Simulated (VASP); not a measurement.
Level of theory: PBE GGA, VASP's PBE PAW potentials (set 64) (plane waves; VASP).

The input files of a VASP run:

### POSCAR
```
CaF2
1
   -0.0000000000     2.7580734293     2.7580734293
    2.7580734293    -0.0000000000     2.7580734293
    2.7580734293     2.7580734293     0.0000000000
Ca F
1 2
Direct
  1.0000000000   1.0000000000   0.0000000000
  0.2500000000   0.2500000000   0.2500000000
  0.7500000000   0.7500000000   0.7500000000
```

**INCAR**
```
SYSTEM = CaF2
PREC = Accurate
ENCUT = 520
EDIFF = 1E-6
NELM = 100
ALGO = Normal
LREAL = .FALSE.
LASPH = .TRUE.
ISMEAR = 0
SIGMA = 0.05
GGA = PE
LWAVE = .FALSE.
LCHARG = .FALSE.
IBRION = 2
ISIF = 3
NSW = 60
EDIFFG = -0.02
```

File KPOINTS:
```
Automatic mesh
0
Gamma
  6 6 6
0 0 0
```

POTCAR, in this order: Ca_sv F (PBE.64 set). Program: vasp_std.

What VASP printed:

OUTCAR:
```
 ion  position               nearest neighbor table
   1  0.000  0.000  0.000-   2 2.39   3 2.39   3 2.39   3 2.39   3 2.39   2 2.39   2 2.39   2 2.39
  LATTYP: Found a face centered cubic cell.
 ALAT       =     5.5161468586
 Subroutine PRICEL returns:
 Original cell was already a primitive cell.
 Subroutine GETGRP returns: Found 48 space group operations
The static configuration has the point symmetry O_h .
The dynamic configuration has the point symmetry O_h .
 Subroutine INISYM returns: Found 48 space group operations
 Subroutine IBZKPT returns following result:
 Found     16 irreducible k-points:

 Following reciprocal coordinates:
            Coordinates               Weight
  0.000000  0.000000  0.000000      1.000000
  0.166667  0.000000  0.000000      8.000000
  0.333333  0.000000  0.000000      8.000000
  0.500000  0.000000  0.000000      4.000000
  0.166667  0.166667  0.000000      6.000000
  0.333333  0.166667  0.000000     24.000000
  0.500000  0.166667  0.000000     24.000000
 -0.333333  0.166667  0.000000     24.000000
 -0.166667  0.166667  0.000000     12.000000
  0.333333  0.333333  0.000000      6.000000
...
```

### OSZICAR
```
       N       E                     dE             d eps       ncg     rms          rms(c)
DAV:   1     0.219954158334E+03    0.21995E+03   -0.14156E+04   512   0.152E+03
DAV:   2    -0.934696672987E+01   -0.22930E+03   -0.22639E+03   672   0.382E+02
DAV:   3    -0.183038636812E+02   -0.89569E+01   -0.89508E+01   584   0.863E+01
DAV:   4    -0.186490612568E+02   -0.34520E+00   -0.34515E+00   872   0.129E+01
DAV:   5    -0.186516986665E+02   -0.26374E-02   -0.26374E-02   560   0.123E+00    0.803E+00
DAV:   6    -0.173113297143E+02    0.13404E+01   -0.73882E+00   536   0.190E+01    0.314E+00
DAV:   7    -0.173166951014E+02   -0.53654E-02   -0.19401E-01   672   0.393E+00    0.167E+00
DAV:   8    -0.173353453743E+02   -0.18650E-01   -0.33839E-02   656   0.228E+00    0.199E-01
DAV:   9    -0.173398402227E+02   -0.44948E-02   -0.82416E-03   648   0.717E-01    0.136E-01
DAV:  10    -0.173407584751E+02   -0.91825E-03   -0.14627E-03   640   0.288E-01    0.332E-02
DAV:  11    -0.173407699775E+02   -0.11502E-04   -0.97959E-05   688   0.885E-02    0.168E-02
DAV:  12    -0.173407769167E+02   -0.69392E-05   -0.24302E-05   672   0.479E-02    0.339E-03
DAV:  13    -0.173407772888E+02   -0.37202E-06   -0.40502E-06   624   0.166E-02
   1 F= -.17340777E+02 E0= -.17340777E+02  d E =-.173408E+02
```

### OUTCAR
```
------------------------ aborting loop because EDIFF is reached ----------------------------------------
  FORCE on cell =-STRESS in cart. coord.  units (eV):
  Direction    XX          YY          ZZ          XY          YZ          ZX
  --------------------------------------------------------------------------------------
  Total        0.0081341      0.0081341      0.0081341      0.0000000     -0.0000000      0.0000000
  in kB        0.3105796      0.3105796      0.3105796      0.0000000     -0.0000000      0.0000000
  external PRESSURE =       0.3105796 kB  Pullay stress =       0.0000000 kB
  volume of cell :       41.96
      direct lattice vectors                 reciprocal lattice vectors
     0.000000000  2.758073429  2.758073429    -0.181285964  0.181285964  0.181285964
     2.758073429  0.000000000  2.758073429     0.181285964 -0.181285964  0.181285964
     2.758073429  2.758073429  0.000000000     0.181285964  0.181285964 -0.181285964
 POSITION                                       TOTAL-FORCE (eV/Angst)
 -----------------------------------------------------------------------------------
      0.00000      0.00000      0.00000        -0.000000     -0.000000      0.000000
      1.37904      1.37904      1.37904         0.000000      0.000000      0.000000
      4.13711      4.13711      4.13711        -0.000000     -0.000000     -0.000000
 -----------------------------------------------------------------------------------
    total drift:                                0.000000     -0.000000      0.000000
  FREE ENERGIE OF THE ION-ELECTRON SYSTEM (eV)
  ---------------------------------------------------
  free  energy   TOTEN  =       -17.3407772888 eV

  energy  without entropy=      -17.3407772888  energy(sigma->0) =      -17.34077729

 reached required accuracy - stopping structural energy minimisation
```
(Selected blocks of OUTCAR.)

The compound is CaF2 in the fluorite structure. It was relaxed first. The start is the result of an earlier pass.
